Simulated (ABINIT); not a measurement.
CdO (Monteponite):

```
Cd O
1.0
     0.00000    2.34950    2.34950
     2.34950    0.00000    2.34950
     2.34950    2.34950    0.00000
Cd O
1 1
Direct
  0.00000 0.00000 0.00000
  0.50000 0.50000 0.50000
```

Base run:

* Program: ABINIT 10.8.3 (patched build)
* Functional: PBE
* Potentials or basis: JTH PAW PBE v2.0
* Cutoff: 626 eV
* k mesh: 13 × 13 × 13
* Occupations: fermi-dirac, width 0.05 eV
* Spin: no spin polarisation

Its results: band gap on the k mesh none (metal or under the smearing width); pressure 5.9 GPa.

Task: After a change of settings the same cell gave: band gap on the k mesh none (metal or under the smearing width); pressure -0.9 GPa. Which change was it?
A. potentials or basis from JTH PAW PBE v2.0 to SPMS NC PBE v1.0; cutoff from 626 eV to 1116 eV; k mesh from 13 × 13 × 13 to 10 × 10 × 10; valence electrons from 18 to 26
B. k mesh from 13 × 13 × 13 to 4 × 4 × 4
C. k mesh from 13 × 13 × 13 to 6 × 6 × 6
D. functional from PBE to PBEsol

Result: D.

PBEsol binds more tightly than PBE, so the same cell stands under less pressure.

Caveats: this crystal is a semiconductor, whose small gap the functional closes, so the metal is an error of the method; the PAW data sets were made with another functional, which shifts forces and pressure a little (some runs).
